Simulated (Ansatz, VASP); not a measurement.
Sc: VASP beside Ansatz

```
Sc
1.0
     3.27530    0.00000    0.00000
    -1.63765    2.83650    0.00000
     0.00000    0.00000    5.10589
Sc
2
Cartesian
  0.0000 1.8910 1.2765
  1.6377 0.9455 3.8294
```

Alike in both runs: functional PBEsol; k mesh 14 × 14 × 8; occupations fermi-dirac, width 0.1 eV; no spin polarisation.

Ansatz relaxed the structure, and its values are those at the end. VASP's run is a single point on that final structure, the one shown.

|  | VASP | Ansatz |
| --- | --- | --- |
| version | VASP 6.6.1 | Ansatz 0.2.0 |
| potentials or method | VASP PAW PBE potentials, release 64 (Sc_sv) | PAW with Ansatz's default frozen-core files, scalar-relativistic |
| plane-wave cutoff (eV) | 520 | 420 |
| valence electrons in the cell | 22 | 22 |

|  | VASP | Ansatz | Ansatz less VASP |
| --- | --- | --- | --- |
| pressure (GPa) | 0.0 | 0.0 | -0.01 |

Caveats: the PAW data sets were made with another functional, which shifts forces and pressure a little (VASP).
